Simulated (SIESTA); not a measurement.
## HfN under changes of volume

One of the cells (11.482 Å³/atom); the others are scaled copies at fixed shape and fractional positions:

```xyz
2
Lattice="0.0000 2.2560 2.2560 2.2560 0.0000 2.2560 2.2560 2.2560 0.0000" Properties=species:S:1:pos:R:3 pbc="T T T"
Hf    0.0000    0.0000    0.0000
N     2.2560    2.2560    2.2560
```

```yaml
Program: SIESTA 5.4.2
Functional: PBEsol
Potentials_or_basis: PseudoDojo 0.4 standard (PBEsol files)
Basis: DZP (energy shift 0.003 Ry; two zetas on semicore shells)
Grid_cutoff: 800 Ry
Energy_shift: 0.003 Ry
k_mesh: 10 × 10 × 10
Occupations: fermi-dirac, width 0.05 eV
Spin: no spin polarisation
```

```tsv
volume (Å³/atom)	energy over the lowest point (meV/atom)	pressure (GPa)
10.793	47.77	22.2
11.023	21.80	14.5
11.252	6.23	7.5
11.482	0.00	1.3
11.712	?	?
11.941	12.40	-9.3
12.171	29.06	-13.7
```

Q: What does the run at 11.712 Å³/atom give?

A: Energy over the lowest point 2.42 meV/atom; pressure -4.4 GPa.

Worked out: A Birch-Murnaghan fit of order 3 (a polynomial in V^(-2/3)) to the other rows has its minimum at 11.53 Å³/atom with B0 = V·E''(V) = 289 GPa and B' = 4.4. It gives 2.42 meV/atom at 11.712 Å³/atom, against the run's 2.42, and -dE/dV = -4.4 GPa, against -4.4.

Energies are extrapolated to zero smearing.

Caveats: short orbitals over semicore shells can move pressures by several GPa; the basis of atomic orbitals isn't converged, which shifts pressures, moduli and gaps.
